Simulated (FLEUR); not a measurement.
Here is a FLEUR MaX-R8.1 (later development tree) calculation.

Contents of inp.xml:

```xml
<?xml version="1.0" encoding="UTF-8" standalone="no"?>
<fleurInput fleurInputVersion="0.39">
   <comment>
      MnO                                                                                                 
   </comment>
   <calculationSetup>
      <cutoffs Kmax="5.08" Gmax="15.7" GmaxXC="15.7" numbands="0"/>
      <scfLoop itmax="100" minDistance="0.0002" maxIterBroyd="50" imix="Anderson" alpha="0.05" precondParam="0.0" spinf="2.0" sdNocoIR="T"/>
      <coreElectrons ctail="T" frcor="F" kcrel="0" coretail_lmax="0"/>
      <xcFunctional name="PBEs" relativisticCorrections="F"/>
      <magnetism jspins="2"/>
      <soc l_soc="F" theta="0.0" phi="0.0" spav="F"/>
      <expertModes spex="0" secvar="F"/>
      <geometryOptimization l_f="F" forcealpha="1.0" forcemix="BFGS" epsdisp="0.00001" epsforce="0.00001"/>
      <ldaU l_linMix="F" mixParam="0.05" spinf="1.0"/>
   </calculationSetup>
   <cell>
      <bzIntegration valenceElectrons="42.0" mode="hist" fermiSmearingEnergy="0.00183747">
         <kPointListSelection listName="default-1"/>
         <!-- k-points included here -->
         <xi:include xmlns:xi="http://www.w3.org/2001/XInclude" href="kpts.xml"> </xi:include>
      </bzIntegration>
      <!-- symmetry operations included here -->
      <xi:include xmlns:xi="http://www.w3.org/2001/XInclude" href="sym.xml"> </xi:include>
      <bulkLattice scale="1.0">
         <bravaisMatrix>
            <row-1>    6.3715895743138198     0.0000000000000000     0.0000000000000000</row-1>
            <row-2>   -3.1857947871569099     5.5179584337682712     0.0000000000000000</row-2>
            <row-3>    0.0000000000000000     0.0000000000000000    10.1771200440333001</row-3>
         </bravaisMatrix>
      </bulkLattice>
   </cell>
   <atomSpecies>
      <species name="Manganese 4.000" element="Mn" atomicNumber="25">
         <mtSphere radius="1.93" gridPoints="645" logIncrement="0.019"/>
         <atomicCutoffs lmax="8" lnonsphr="8"/>
         <electronConfig flipSpins="F">
            <coreConfig>(1s1/2) (2s1/2) (2p1/2) (2p3/2)</coreConfig>
            <valenceConfig>(3s1/2) (3p1/2) (3p3/2) (4s1/2) (3d3/2) (3d5/2)</valenceConfig>
            <stateOccupation state="(3d3/2)" spinUp="1.5" spinDown="0.5"/>
            <stateOccupation state="(3d5/2)" spinUp="3.0" spinDown="0.0"/>
         </electronConfig>
         <energyParameters s="4" p="4" d="3" f="4"/>
         <ldaU l="2" U="3" J="0.0" l_amf="F"/>
         <lo type="SCLO" l="0" n="3" eDeriv="0"/>
         <lo type="SCLO" l="1" n="3" eDeriv="0"/>
         <lo type="SCLO" l="1" n="3" eDeriv="1"/>
         <lo type="SCLO" l="3" n="4" eDeriv="2"/>
      </species>
      <species name="Oxygen (O)" element="O" atomicNumber="8">
         <mtSphere radius="1.47" gridPoints="493" logIncrement="0.021"/>
         <atomicCutoffs lmax="8" lnonsphr="8"/>
         <electronConfig flipSpins="F">
            <coreConfig>(1s1/2)</coreConfig>
            <valenceConfig>(2s1/2) (2p1/2) (2p3/2)</valenceConfig>
            <stateOccupation state="(2p1/2)" spinUp="0.666667" spinDown="0.666667"/>
            <stateOccupation state="(2p3/2)" spinUp="1.333333" spinDown="1.333333"/>
         </electronConfig>
         <energyParameters s="2" p="2" d="3" f="4"/>
         <lo type="SCLO" l="0" n="2" eDeriv="2"/>
         <lo type="SCLO" l="1" n="2" eDeriv="2"/>
         <lo type="SCLO" l="2" n="3" eDeriv="2"/>
      </species>
   </atomSpecies>
   <atomGroups>
      <atomGroup species="Manganese 4.000">
         <relPos label="                   1">-1.000/3.000 1.000/3.000 -.4890400000</relPos>
         <relPos label="                   2">1.000/3.000 -1.000/3.000 .0109600000</relPos>
         <force calculate="T" relaxXYZ="TTT"/>
      </atomGroup>
      <atomGroup species="Oxygen (O)">
         <relPos label="                   3">-1.000/3.000 1.000/3.000 -.1245300000</relPos>
         <relPos label="                   4">1.000/3.000 -1.000/3.000 .3754700000</relPos>
         <force calculate="T" relaxXYZ="TTT"/>
      </atomGroup>
   </atomGroups>
   <output dos="F" band="F" slice="F">
      <checks vchk="F" cdinf="F"/>
      <bandDOS minEnergy="-.5*Htr" maxEnergy="0.5*Htr" sigma="0.015" storeEVData="T"/>
      <vacuumDOS vacdos="F" integ="F" star="F" nstars="0" locx1="0.0" locy1="0.0" locx2="0.0" locy2="0.0" nstm="0" tworkf="0.0"/>
      <unfoldingBand unfoldBand="F" supercellX="1" supercellY="1" supercellZ="1"/>
      <plotting iplot="0" polar="F">
         <plot TwoD="T" vec1="  1.0  0.0  0.0" vec2="  0.0  1.0  0.0" vec3="  0.0  0.0  1.0" zero="  0.0  0.0  0.0" file="plot"/>
      </plotting>
      <chargeDensitySlicing numkpt="0" minEigenval="0.0" maxEigenval="0.0" nnne="0" pallst="F"/>
      <specialOutput eonly="F"/>
      <moessbauerParams electricFieldGradient="T" isomerShift="T" coreHyperfine="T" valenceHyperfine="T"/>
      <magneticCircularDichroism mcd="F" energyLo="-10.0" energyUp="0.0"/>
   </output>
  <!-- We include the file relax.xml here to enable relaxations (see documentation) -->
  <xi:include xmlns:xi="http://www.w3.org/2001/XInclude" href="relax.xml"> <xi:fallback/> </xi:include>
</fleurInput>
```

The input crystal.txt:

```
MnO
&input cartesian=F /
3.3717000000  0.0000000000  0.0000000000
-1.6858500000  2.9199778539  0.0000000000
0.0000000000  0.0000000000  5.3855000000
1.8897261246
1.0 1.0 1.0

4
25 0.6666666666  0.3333333332  0.5109600000 : 4.000
25 0.3333333332  0.6666666666  0.0109600000 : 4.000
8 0.6666666666  0.3333333332  0.8754700000
8 0.3333333332  0.6666666666  0.3754700000

&kpt div1=7 div2=7 div3=4 gamma=T /
```

Potentials or basis: all-electron, FLAPW.

The run is started by

```console
$ inpgen -f crystal.txt -profile fastHighL
$ # inp.xml edited to the form shown
$ fleur_MPI
```

Q: Estimate the band gap on the k mesh.

A: 0.10 eV, direct.

Q: Estimate the site moments.

A: Mn +4.24; O +0.15 μB.

Core levels (eV from the Fermi level):
| atom | levels |
| --- | --- |
| 1 Mn | 1s1/2 -6414.1, 2s1/2 -736.5, 2p1/2 -629.9, 2p3/2 -619.5 |
| 2 Mn | 1s1/2 -6414.1, 2s1/2 -736.5, 2p1/2 -629.9, 2p3/2 -619.5 |
| 3 O | 1s1/2 -504.7 |
| 4 O | 1s1/2 -504.7 |

Caveat: an odd mesh through Γ misses points on the zone boundary, where band edges often lie; only a ferromagnetic start was run, and an antiferromagnetic order may lie lower in energy.
